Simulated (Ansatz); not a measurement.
Crystal: Ni.

```xyz
1
Lattice="0.0000 1.7376 1.7376 1.7376 0.0000 1.7376 1.7376 1.7376 0.0000" Properties=species:S:1:pos:R:3 pbc="T T T"
Ni    0.0000    0.0000    0.0000
```

- Program: Ansatz 0.2.0
- Task: relaxation of cell and atoms
- Functional: PBEsol
- Dispersion: D4
- Potentials or basis: Ansatz PAW
- Cutoff: 420 eV (not typed: the program's choice for these potentials)
- k mesh: 13 × 13 × 13
- Occupations: fermi-dirac, width 0.05 eV
- Spin: collinear spin, ferromagnetic start
- Starting moments: [1.0] μB

At the start: volume 10.49 Å³/atom.

Question: How do energy, volume and symmetry change on relaxing?

Answer: It ends after 5 steps and the volume is 10.21 Å³/atom (-2.6 %); space group Fm-3m (No. 225, to 0.05 Å); moment 0.63 μB per cell.

Step by step:
```
step  energy change (eV)  largest force (eV/Å)  volume (Å³)
   1              0.0000                0.0000        10.49
   2             -0.0041                0.0000        10.35
   3             -0.0055                0.0000        10.21
   4             -0.0055                0.0000        10.21
   5             -0.0054                0.0000        10.21
```

Final structure:
```
Ni
1.0
     0.00000    1.72210    1.72210
     1.72210    0.00000    1.72210
     1.72210    1.72210    0.00000
Ni
1
Direct
  0.00000 0.00000 0.00000
```

Caveat: the plane-wave basis is chosen anew once the cell has moved, so the energies of steps on either side of that aren't comparable; the PAW data sets come from PBE, with cores solved anew for the run's functional, which leaves a small shift of forces and pressure.
